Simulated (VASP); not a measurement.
Input of a VASP 6.6.1 run:

INCAR

```
  PREC = Accurate
  ENCUT = 300
  EDIFF = 1E-7
  ISMEAR = 0
  SIGMA = 0.03
  LREAL = False
  LASPH = True
  NELM = 80
  ALGO = Fast
  ISIF = 2
  LWAVE = False
  LCHARG = False
  GGA = PE
  IBRION = 2
  NSW = 40
  EDIFFG = -0.01
```

KPOINTS

```
Automatic mesh
0
Gamma
  6 6 6
```

Contents of POSCAR:

```
MgO                                     
1.0
    0.0000000000      2.0737949197      2.0737949197
    2.0737949197      0.0000000000      2.0737949197
    2.0737949197      2.0737949197      0.0000000000
  Mg              O             
     1     1
Direct
     0.0000000000000000    0.0000000000000000    0.0000000000000000
     0.5000000000000000    0.5000000000000000    0.5000000000000000
```

Potentials or basis: VASP PAW PBE potentials, release 64 (Mg, O_s).

Run with:

```sh
$ cat potpaw_PBE.64/Mg/POTCAR potpaw_PBE.64/O_s/POTCAR > POTCAR
$ mpirun -np 1 vasp_std > vasp.out
```

(1) What does it give for the band gap on the k mesh?

## Answers

(1) 5.20 eV, direct.

Caveat: the k mesh is coarse (spacing up to 0.44 Å⁻¹), so the values aren't converged; the relaxation stopped at its first step, so nothing moved.
